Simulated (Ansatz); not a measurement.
# MnO (Manganosite): the cost of one run

Computed with Ansatz 0.2.0 (DFT PBE, scalar-relativistic, plane waves, PAW, unless a step's input says otherwise).

## Step 1: The starting structure

Symmetry: Fm-3m, No. 225, cubic system. The conventional cell has a = 4.446 Å, b = 4.446 Å, c = 4.446 Å, α = 90.00°, β = 90.00°, γ = 90.00°. Around Mn (site symmetry m-3m) lie 6 O at 2.22 Å. O (site symmetry m-3m) has 6 Mn at 2.22 Å as nearest neighbours.

Structure file:

```
CELL_PARAMETERS angstrom
0.00000 2.22300 2.22300
2.22300 0.00000 2.22300
2.22300 2.22300 0.00000
ATOMIC_POSITIONS crystal
Mn 0.00000 0.00000 0.00000
O 0.50000 0.50000 0.50000
```

Starting moments: Mn 5.00 μB.

## Step 2: First run, at the start cell

Input file input.yaml:

```yaml
crystal:
  lattice:
    - [0.0, 2.223, 2.223]
    - [2.223, 0.0, 2.223]
    - [2.223, 2.223, 0.0]
  atoms:
    - { symbol: Mn, position: [0.0, 0.0, 0.0], spin: 5.0 }
    - { symbol: O, position: [0.5, 0.5, 0.5] }
basis:
  ecutwfc: 420
  ecutrho_ratio: 4
kpoints:
  mp_grid: { grid: [14, 14, 14] }
hamiltonian:
  xc: pbe
scf:
  occupations: { method: gaussian, width: 0.05 }
output:
  forces: true
  stress: true
  eigenvalues: true
  populations: true
magnetization:
  spin_polarized: true
```

Command:

```bash
$ ansatz run input.yaml --threads 2 --pin off --max-ram 5120MiB --backend cpu --events-out ev --progress --plain --runs-dir out
```

**Question.** How long does this run take on 2 threads of AMD EPYC 7R13 (Zen 3), shared host, and how much memory does it need?

About 4.8 s, with a peak of 0.4 GiB.
